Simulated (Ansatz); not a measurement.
# RbCl under changes of volume

One of the cells (35.094 Å³/atom); the others are scaled copies at fixed shape and fractional positions:

```
Rb Cl
1.0
     0.00000    3.27400    3.27400
     3.27400    0.00000    3.27400
     3.27400    3.27400    0.00000
Rb Cl
1 1
Cartesian
  0.0000 0.0000 0.0000
  3.2740 3.2740 3.2740
```

```yaml
Program: Ansatz 0.2.0
Functional: r2SCAN
Potentials_or_basis: Ansatz PAW
Cutoff: "500 eV (not typed: the program's choice for these potentials)"
k_mesh: 7 × 7 × 7
Occupations: fermi-dirac, width 0.05 eV
Spin: no spin polarisation
```

```tsv
volume (Å³/atom)	energy over the lowest point (meV/atom)	pressure (GPa)	gap on the mesh (eV)
32.989	17.54	1.9	5.86
33.690	10.16	1.4	5.79
34.392	4.95	1.0	5.72
35.094	?	?	?
35.796	0.07	0.2	5.59
36.498	0.00	-0.1	5.52
37.200	1.27	-0.4	5.46
```

Task: What does the run at 35.094 Å³/atom give?

Result: Energy over the lowest point 1.66 meV/atom; pressure 0.5 GPa; gap on the mesh 5.65 eV.

Worked out: A Birch-Murnaghan fit of order 3 (a polynomial in V^(-2/3)) to the other rows has its minimum at 36.18 Å³/atom with B0 = V·E''(V) = 16.6 GPa and B' = 5.2. It gives 1.66 meV/atom at 35.094 Å³/atom, against the run's 1.66, and -dE/dV = 0.5 GPa, against 0.5. A straight line through the other rows of the gap, of slope -3.34 eV per unit of ln V (its deformation potential), gives 5.65 eV, against the run's 5.65.

Energies are extrapolated to zero smearing.

Caveats: odd divisions of the mesh miss points on the zone boundary, where band edges often lie, so the gap on the mesh can be too wide; the PAW data sets come from PBE, with cores solved anew for the run's functional, which leaves a small shift of forces and pressure.

A mesh can miss the band edges. Spin-orbit coupling on Rb is left out.
